Raising the axial ratio of InAs by a factor of √2 costs about twice as much energy as lowering it by the same factor; for small changes the two costs draw together. Part of the reason is geometric: elongation bends the angles between the In–As bonds further than flattening does. The cubic cell is the only minimum in the range covered, although the crystal begins to yield at the largest elongations.

Tetragonal deformation of zincblende InAs along [001] at fixed volume (29.60 Å³/atom) and fractional coordinates, from Ansatz 0.2.0 (PBE, plane-wave PAW, scalar-relativistic, no spin polarisation). The cutoff is 420 eV, the Gamma-centred k mesh 18×18×18 and the Gaussian smearing 0.15 eV. Free energies are relative to the cubic cell; pressure is positive in compression.

| axial ratio (over its starting value) | energy change (meV/atom) | pressure (GPa) | gap on mesh (eV) |
| --- | --- | --- | --- |
| 0.65 | 221.4 | -2.87 | 0.000 |
| 0.707 | 158.2 | -1.91 | 0.000 |
| 0.78 | 91.6 | -1.01 | 0.106 |
| 0.85 | 43.9 | -0.44 | 0.098 |
| 0.92 | 12.8 | -0.12 | 0.000 |
| 0.96 | 3.3 | -0.04 | 0.000 |
| 1 | 0.0 | -0.01 | 0.000 |
| 1.05 | 5.2 | -0.04 | 0.000 |
| 1.1 | 21.0 | -0.12 | 0.000 |
| 1.2 | 83.8 | -0.35 | 0.000 |
| 1.3 | 182.2 | -0.54 | 0.000 |
| 1.414 | 314.6 | -0.71 | 0.000 |
| 1.5 | 408.1 | -0.96 | 0.000 |

**Why the cubic cell is the minimum**

The axial ratio, x below, compares the length along the axis with the length across it and is 1 in the cubic crystal. There the three cube axes are equivalent, so no shear stress can favour one of them, and the energy must be stationary. The PBE energies rise from this point on both sides. Only the row at 1 is cubic; every other row is tetragonal.

An elemental face-centred cubic metal taken along the same path would meet a second stationary point at 0.707, where it becomes body-centred cubic. In InAs the indium atoms alone form a body-centred cubic lattice at that ratio, and so do the arsenic atoms. The two lattices together are only tetragonal, because each atom keeps its four bonds in directions that do not fit cubic symmetry. The in-plane and axial stresses still differ by 5.9 GPa there, and the energy passes through without a stop.

**Why elongation costs more**

Each atom holds four neighbours through directed bonds, which overlap best at the tetrahedral angle of 109.5°. A small tetragonal strain at fixed volume turns these bonds but, to first order, does not lengthen them. The initial cost is therefore that of bond bending. This makes the crystal much easier to shear in this way than if every bond had to stretch.

The same factor does not turn the bonds equally in the two directions. A line is turned fastest by such a deformation when it lies at 45° to the axis. The bonds start at about 55°; elongation brings them towards 45°, while flattening takes them further away. Elongation therefore distorts the angles more.

The size of this effect can be estimated by letting the bending energy grow with the squared change in the cosine of each bond angle. Of the six angles at an atom, two have the cosine (x² − 2)/(x² + 2) and four have −x²/(x² + 2). All start at −1/3. For elongation and flattening by the same factor, √2, the summed squares are:

- x² = 2: 2 × (1/3)² + 4 × (1/6)² = 1/3
- x² = 1/2: 2 × (4/15)² + 4 × (2/15)² = 16/75

Their ratio is (1/3)/(16/75) = 1.56, whereas the calculated energies at 1.414 and 0.707 differ by a factor of 1.99. The bending stiffness cancels in the ratio, so no row was used to adjust the estimate. Measuring the angle changes in degrees instead of cosines gives 1.40. On this estimate, geometry accounts for roughly half of the excess cost of elongation, though the share depends on how bending is measured.

**What the angles leave out**

Bonds also stretch at large strain, but this does not supply the missing asymmetry in any simple way. At ratios of 0.65 and 1.5 the bonds are longer than in the cubic crystal by similar amounts, 3.7 and 4.0 %. The energies are nevertheless 221 and 408 meV/atom. Two cells with almost the same bond length can differ this much because their atoms are arranged differently around those bonds.

A possible contribution comes from atoms beyond the first neighbours. Flattening to 0.65 brings four more atoms of the other element towards each atom along the axis, from 5.13 to 4.30 Å. Elongation to 1.5 instead squeezes atoms of the same element together in the plane, from 4.38 to 3.82 Å. In a partly ionic crystal the first approach should help and the second should hurt. Yet flattening also brings some like atoms closer, and elongation some unlike ones. These distances alone therefore do not settle the balance, and the calculation does not separate the energies.

The pressures also set the two directions apart. A negative pressure means that the cell would contract if its volume were free, and it reaches −2.87 GPa at 0.65 but only −0.96 GPa at 1.5. Flattening leads towards the beta-tin arrangement, a denser structure in which each atom gains two more close neighbours along the axis, both of its own element. At 0.65 these two are still 4.64 Å away. The stronger pull towards a smaller volume fits such a path, but it does not show that the two neighbours cause it or lower the energy.

**Why the crystal yields at large elongation**

The energy still rises between 1.414 and 1.5, but the resistance to further elongation has begun to fall. The difference between in-plane and axial stress, which sets the slope of the energy against the logarithm of the ratio, drops from 13.4 to 12.0 GPa. The angle estimate misses this change: its bending energy continues to steepen here. Springs between bonds are no longer an adequate picture of the crystal.

The electrons offer a possible explanation. The energy correction for smeared level occupations grows from 0.2 meV/atom at 1.2 to 3.0 at 1.5, a sign that more levels lie close to the Fermi level. If electrons move from bonding levels into others, the bonds lose part of their hold on direction. This correction alone does not produce the softening: the energy divided by the squared logarithm of the ratio falls from 1.3 to 1.5 by nearly the same share when the energies are extrapolated to no smearing. Whether bonding levels are really being emptied would have to be seen from the bands, which are not available here.

**The irregular gaps**

The zero gap of the cubic crystal is an error of PBE: real InAs is a semiconductor with a gap of roughly 0.4 eV. The same error may exaggerate the metallic character of the elongated cells, and with it their softening. The stress and energy changes at the far end are therefore less certain than the asymmetry near the cubic cell.

Gaps of about 0.1 eV appear only at 0.78 and 0.85. Flattening and elongation both split the p levels at the top of the valence band, but in opposite order. That may be why only flattening opens a gap, though the character of the bands was not recorded and the gap is gone again at 0.707. Spin–orbit coupling, which is missing, splits the same levels by roughly 0.4 eV, and the k mesh can miss the band edges. These two rows are no evidence for a strain-induced semiconductor, and the energy runs smoothly through them.

**Use of the result**

For a film of InAs, flattening corresponds to stretching in the plane and elongation to squeezing in the plane. The comparison carries over only in part, because a film is free to settle its thickness, and with it its volume, while these cells were held at fixed volume. Distortions to lower symmetry were not tested either, so a strained cell might find a cheaper shape. The bond angles, stresses and ratios behind this discussion are in the printed output below.

Numerical output:

```
Geometry and stress along the path:
    row  bond stretch %  two angles deg  four angles deg  energy per squared log ratio meV/atom (0 at ratio 1 means undefined)  in-plane less axial stress GPa  smearing correction meV/atom
   0.65           3.737           130.6              100                                                                  1193                          -6.287                          1.18
  0.707           2.468           126.9            101.5                                                                  1316                          -5.892                         0.575
   0.78           1.297           122.2            103.5                                                                  1484                          -5.037                          0.11
   0.85          0.5658             118            105.4                                                                  1662                          -3.905                         0.027
   0.92          0.1516           113.9            107.3                                                                  1841                          -2.362                        0.0045
   0.96          0.0367           111.7            108.4                                                                  1980                          -1.261                       0.00065
    1.0               0           109.5            109.5                                                                     0                               0                             0
   1.05         0.05347           106.8            110.8                                                                  2184                           1.785                         0.004
    1.1          0.2061           104.2            112.1                                                                  2312                           3.765                         0.028
    1.2          0.7685           99.37            114.7                                                                  2521                           8.046                         0.155
    1.3           1.618           94.82            117.3                                                                  2647                            11.7                          0.85
  1.414            2.87           90.01              120                                                                  2621                           13.38                          2.22
    1.5           3.977           86.63              122                                                                  2482                           12.01                         3.035
Energy at 1.414 over energy at 0.707: 1.989
Same ratio from squared changes of the angle cosines: 1.56
Same ratio from squared changes of the angles in degrees: 1.399
Energy at 1.5 over energy at 0.65: 1.843
Same ratio from squared changes of the angle cosines (1.5 over 0.65): 1.522
Same ratio from squared changes of the angles in degrees (1.5 over 0.65): 1.333
Largest over smallest energy per squared log ratio: 2.219
Largest over smallest energy per squared cosine change: 1.338
Largest over smallest energy per squared angle change: 1.532
Fall of energy per squared log ratio from 1.3 to 1.5 in %: 6.218
Same fall with smearing extrapolated to zero in %: 5.942
Energy rise from 1.414 to 1.5 in meV/atom: 93.5
Same rise from the mean stress difference in meV/atom: 92.31
In-plane distance of like atoms in the cubic cell in A: 4.375
In-plane distance of like atoms at 1.5 in A: 3.822
Next In-As distance in the cubic cell in A: 5.13
Next In-As distance (four along the axis) at 0.65 in A: 4.301
```
